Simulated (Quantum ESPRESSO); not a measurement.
# AlN (F-43m) in Quantum ESPRESSO: a series of runs, part 3 of 4

Quantum ESPRESSO 7.5. The steps go on from the part before.

## 4. Dielectric tensor, PBEsol

pw.in

```
&CONTROL
  calculation = 'scf'
  prefix = 'pwscf'
  outdir = './tmp'
  pseudo_dir = './pseudo'
  tprnfor = .true.
  tstress = .true.
  disk_io = 'low'
/
&SYSTEM
  ibrav = 0
  nat = 2
  ntyp = 2
  ecutwfc = 45
  ecutrho = 360
  nbnd = 9
  occupations = 'smearing'
  smearing = 'fd'
  degauss = 0.00367493
/
&ELECTRONS
  conv_thr = 4d-10
  electron_maxstep = 120
  mixing_beta = 0.5
/
ATOMIC_SPECIES
Al    26.9815 al_pbesol_v1.uspp.F.UPF
N     14.0070 n_pbesol_v1.2.uspp.F.UPF
CELL_PARAMETERS angstrom
   0.0000000000    2.1839935596    2.1839935596
   2.1839935596    0.0000000000    2.1839935596
   2.1839935596    2.1839935596    0.0000000000
ATOMIC_POSITIONS angstrom
Al     0.0000000000    0.0000000000    0.0000000000
N      1.0919967798    1.0919967798    1.0919967798
K_POINTS automatic
8 8 8 1 1 1
```

scf2.in

```
&CONTROL
  calculation = 'scf'
  prefix = 'pwscf'
  outdir = './tmp'
  pseudo_dir = './pseudo'
  tprnfor = .true.
  tstress = .true.
  disk_io = 'low'
/
&SYSTEM
  ibrav = 0
  nat = 2
  ntyp = 2
  ecutwfc = 45
  ecutrho = 360
  nbnd = 9
  occupations = 'fixed'
/
&ELECTRONS
  conv_thr = 1d-13
  electron_maxstep = 120
  mixing_beta = 0.5
  startingpot = 'file'
  startingwfc = 'file'
/
ATOMIC_SPECIES
Al    26.9815 al_pbesol_v1.uspp.F.UPF
N     14.0070 n_pbesol_v1.2.uspp.F.UPF
CELL_PARAMETERS angstrom
   0.0000000000    2.1839935596    2.1839935596
   2.1839935596    0.0000000000    2.1839935596
   2.1839935596    2.1839935596    0.0000000000
ATOMIC_POSITIONS angstrom
Al     0.0000000000    0.0000000000    0.0000000000
N      1.0919967798    1.0919967798    1.0919967798
K_POINTS automatic
8 8 8 1 1 1
```

ph.in

```
dielectric of AlN
&INPUTPH
  prefix = 'pwscf'
  outdir = './tmp'
  tr2_ph = 1d-18
  fildyn = 'dyn'
  niter_ph = 90
  alpha_mix(1) = 0.7
  epsil = .true.
  trans = .false.
  zeu = .true.
/
0.0000000000 0.0000000000 0.0000000000
```

Potentials or basis: GBRV 1.5 PBEsol.

The run is started by

```sh
$ OMP_NUM_THREADS=1 pw.x -in pw.in > pw.out
$ OMP_NUM_THREADS=1 pw.x -in scf2.in > scf2.out
$ OMP_NUM_THREADS=1 ph.x -in ph.in > ph.out
```

pw.out:

```text
This program is part of the open-source Quantum ESPRESSO suite
     for quantum simulation of materials; please cite
[... 9 lines left out ...]
     --------------------
     sticks:   dense  smooth     PW     G-vecs:    dense   smooth      PW
     Sum         847     421    151                16361     5769    1139

     Using Slab Decomposition

     bravais-lattice index     =            0
     lattice parameter (alat)  =       5.8367  a.u.
     unit-cell volume          =     140.5985 (a.u.)^3
     number of atoms/cell      =            2
     number of atomic types    =            2
     number of electrons       =         8.00
     number of Kohn-Sham states=            9
     kinetic-energy cutoff     =      45.0000  Ry
     charge density cutoff     =     360.0000  Ry
     scf convergence threshold =      4.0E-10
     mixing beta               =       0.5000
     number of iterations used =            8  plain     mixing
     Exchange-correlation= SLA  PW   PSX  PSC
                           (   1   4  10   8   0   0   0)

     celldm(1)=   5.836671  celldm(2)=   0.000000  celldm(3)=   0.000000
     celldm(4)=   0.000000  celldm(5)=   0.000000  celldm(6)=   0.000000

[... 8 lines left out ...]
               b(3) = (  0.707107  0.707107 -0.707107 )

     PseudoPot. # 1 for Al read from file:
     al_pbesol_v1.uspp.F.UPF
     Pseudo is Ultrasoft + core correction, Zval =  3.0
     Generated by new atomic code, or converted to UPF format
     Using radial grid of  893 points,  3 beta functions with:
                l(1) =   0
                l(2) =   1
                l(3) =   2
     Q(r) pseudized with  8 coefficients,  rinner =    0.900   0.900   0.900
                                                       0.900   0.900

     PseudoPot. # 2 for N  read from file:
     n_pbesol_v1.2.uspp.F.UPF
     Pseudo is Ultrasoft + core correction, Zval =  5.0
     Generated by new atomic code, or converted to UPF format
     Using radial grid of  729 points,  4 beta functions with:
                l(1) =   0
                l(2) =   0
                l(3) =   1
                l(4) =   1
     Q(r) pseudized with  8 coefficients,  rinner =    0.900   0.900   0.900

     atomic species   valence    mass     pseudopotential
     Al                3.00    26.98150     Al( 1.00)
     N                 5.00    14.00700     N ( 1.00)

     24 Sym. Ops. (no inversion) found

   Cartesian axes

     site n.     atom                  positions (alat units)
         1        Al     tau(   1) = (   0.0000000   0.0000000   0.0000000  )
         2        N      tau(   2) = (   0.3535534   0.3535534   0.3535534  )

     number of k points=    60  Fermi-Dirac smearing, width (Ry)=  0.0037
                       cart. coord. in units 2pi/alat
        k(    1) = (   0.0441942   0.0441942   0.0441942), wk =   0.0078125
        k(    2) = (   0.1325825   0.1325825  -0.0441942), wk =   0.0234375
        k(    3) = (   0.2209709   0.2209709  -0.1325825), wk =   0.0234375
        k(    4) = (   0.3093592   0.3093592  -0.2209709), wk =   0.0234375
        k(    5) = (  -0.3093592  -0.3093592   0.3977476), wk =   0.0234375
        k(    6) = (  -0.2209709  -0.2209709   0.3093592), wk =   0.0234375
[... 52 lines left out ...]
        k(   59) = (   0.3093592   0.3093592   0.3093592), wk =   0.0078125
        k(   60) = (  -0.3093592  -0.3093592   0.9280777), wk =   0.0234375

     Dense  grid:    16361 G-vectors     FFT dimensions: (  36,  36,  36)

     Smooth grid:     5769 G-vectors     FFT dimensions: (  25,  25,  25)

     Initial potential from superposition of free atoms

     starting charge       7.9976, renormalised to       8.0000
     Starting wfcs are    8 randomized atomic wfcs +    1 random wfcs

     Self-consistent Calculation

     iteration #  1     ecut=    45.00 Ry     beta= 0.50
     Davidson diagonalization with overlap
     ethr =  1.00E-02,  avg # of iterations =  5.3

     total energy              =     -26.79734029 Ry
     estimated scf accuracy    <       0.57295160 Ry

     iteration #  2     ecut=    45.00 Ry     beta= 0.50
     Davidson diagonalization with overlap
     ethr =  7.16E-03,  avg # of iterations =  1.9
[... 57 lines left out ...]
     total energy              =     -26.96819272 Ry
     estimated scf accuracy    <          6.8E-10 Ry

     iteration # 11     ecut=    45.00 Ry     beta= 0.50
     Davidson diagonalization with overlap
     ethr =  8.45E-12,  avg # of iterations =  1.5

     End of self-consistent calculation

          k = 0.0442 0.0442 0.0442 (   722 PWs)   bands (ev):

    -8.0958   6.5105   6.8439   6.8439  11.2617  19.0452  19.2687  19.2687
    23.6824

          k = 0.1326 0.1326-0.0442 (   713 PWs)   bands (ev):

    -7.7919   5.2402   6.5214   6.8313  12.3129  18.4140  19.2789  19.4656
    21.8069
[... 118 lines left out ...]
    -6.0661   1.2734   5.7824   6.2459  14.4966  15.6201  18.3454  18.5946
    24.2949

          k =-0.6629 0.0442 0.0442 (   720 PWs)   bands (ev):

    -5.4265   1.9608   4.8425   5.0691  10.2869  15.4473  20.4982  22.2318
    22.2714

          k =-0.5745 0.1326-0.0442 (   717 PWs)   bands (ev):

    -5.6665   2.2881   4.6242   5.1119  11.3203  16.1566  19.4682  21.2926
    22.2632

          k =-0.4861 0.2210-0.1326 (   716 PWs)   bands (ev):

    -5.9337   2.0197   4.8051   5.6745  13.1215  16.5776  18.4455  19.8495
    22.4941

          k =-0.4861 0.0442 0.0442 (   711 PWs)   bands (ev):

    -6.1768   2.7749   5.2743   5.3994  11.5321  16.0670  19.0540  21.4210
    21.6353

          k =-0.3977 0.1326-0.0442 (   718 PWs)   bands (ev):

    -6.6071   3.1229   5.4056   5.8671  12.9307  16.9739  17.7982  20.4159
    21.4014

          k =-0.3094 0.0442 0.0442 (   712 PWs)   bands (ev):

    -7.2207   4.2230   6.0466   6.0548  12.9899  17.3038  18.2172  20.2811
    20.5666

          k = 0.1326 0.1326 0.1326 (   718 PWs)   bands (ev):
[... 131 lines left out ...]
    -6.1634   1.1020   6.3798   6.3798  14.0469  16.6859  17.9292  17.9292
    24.3779

          k =-0.3094-0.3094 0.9281 (   719 PWs)   bands (ev):

    -5.9367   1.1581   5.5520   6.2166  14.6827  15.3090  18.3675  18.7352
    24.8288

     the Fermi energy is     8.3665 ev

!    total energy              =     -26.96819272 Ry
     estimated scf accuracy    <          1.6E-13 Ry
     smearing contrib. (-TS)   =      -0.00000000 Ry
     internal energy E=F+TS    =     -26.96819272 Ry

     The total energy is F=E-TS. E is the sum of the following terms:
     one-electron contribution =      -0.95890970 Ry
     hartree contribution      =       5.58348535 Ry
     xc contribution           =      -9.79280916 Ry
     ewald contribution        =     -21.79995921 Ry

     convergence has been achieved in  11 iterations

     Forces acting on atoms (cartesian axes, Ry/au):

     atom    1 type  1   force =     0.00000000    0.00000000    0.00000000
     atom    2 type  2   force =    -0.00000000   -0.00000000   -0.00000000

     Total force =     0.000000     Total SCF correction =     0.000000

     Computing stress (Cartesian axis) and pressure

          total   stress  (Ry/bohr**3)                   (kbar)     P=       16.86
   0.00011459   0.00000000   0.00000000           16.86        0.00        0.00
   0.00000000   0.00011459  -0.00000000            0.00       16.86       -0.00
   0.00000000  -0.00000000   0.00011459            0.00       -0.00       16.86

=------------------------------------------------------------------------------=
   JOB DONE.
=------------------------------------------------------------------------------=
```

Run time: 33 s. Hardware: 1 thread of Arm Neoverse V2, shared host; peak memory 0.05 GiB.

Results:

* Free energy: -366.9210 eV
* Pressure: 1.7 GPa
* Electronic dielectric tensor (diagonal): 4.64
* Born charges (mean of the diagonal): Al +2.55; N -2.55 e

Electronic dielectric tensor:
```
4.64 0.00 0.00
0.00 4.64 0.00
0.00 0.00 4.64
```

Born effective charge tensors (e):
atom 1, Al
```
2.55 0.00 0.00
0.00 2.55 0.00
0.00 0.00 2.55
```
atom 2, N
```
-2.55  0.00  0.00
 0.00 -2.55  0.00
 0.00  0.00 -2.55
```

(Continued in part 4 of 4.)
